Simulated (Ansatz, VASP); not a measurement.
# CoSi: VASP beside Ansatz

```
Co Si
1.0
     0.00000    2.54359    2.54359
     2.54359    0.00000    2.54359
     2.54359    2.54359    0.00000
Co Si
1 1
Cartesian
  0.0000 0.0000 0.0000
  1.2718 1.2718 1.2718
```

The cell was built by a generator and needn't be a form met in nature.

Alike in both runs: task relaxation of cell and atoms; functional PBE; k mesh 14 × 14 × 14; occupations gaussian, width 0.1 eV; no spin polarisation.

```csv
,VASP,Ansatz
version,VASP 6.6.1,Ansatz 0.2.0
potentials or method,"VASP PAW PBE potentials, release 64 (Co, Si)","scalar-relativistic, plane waves, PAW"
plane-wave cutoff (eV),600,420
valence electrons in the cell,13,21
```

```tsv
	VASP	Ansatz	Ansatz less VASP
gap on the k mesh at the Fermi level, each at its own relaxed structure (eV)	none	none	-
relaxed volume (Å³/atom)	16.46	16.46	0.000
relaxed cell length with the largest relative difference (Å)	3.597	3.597	0.0000
```

A gap of «none» marks a metal or a gap that the smearing closes. The two sets of potentials don't hold the same shells in valence.

Caveats: the relaxation stopped at its first step, so nothing moved. Spin polarisation is off, so any magnetic state and its effect on volume and gap are missing.
